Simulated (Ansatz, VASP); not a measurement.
# Cu in VASP and in Ansatz

```
Cu
1.0
     2.45910    0.00000    0.00000
    -1.22955    2.12965    0.00000
     0.00000    0.00000    4.02655
Cu
2
Direct
  0.33333 0.66667 0.25000
  0.66667 0.33333 0.75000
```

Alike in both runs: task single point; functional PBE; k mesh 16 × 16 × 9; occupations fermi-dirac, width 0.1 eV; no spin polarisation.

```csv
,VASP,Ansatz
version,VASP 6.6.1,Ansatz 0.2.0
potentials or method,"VASP PAW PBE potentials, release 64 (Cu)","plane waves (420 eV) with PAW, scalar-relativistic"
plane-wave cutoff (eV),520,420
valence electrons in the cell,22,38
```

Ansatz gave:

```
pressure (GPa)                                  : 24.5
largest component of the traceless stress (GPa) : 0.16
```

Q: Estimate VASP's values.

A: Pressure (GPa): 25.0; largest component of the traceless stress (GPa): 0.21.

The two sets of potentials don't hold the same shells in valence.

Caveats: so large a pressure means that the cell lies far from this level's equilibrium, or that cutoff or potentials fall short (VASP).
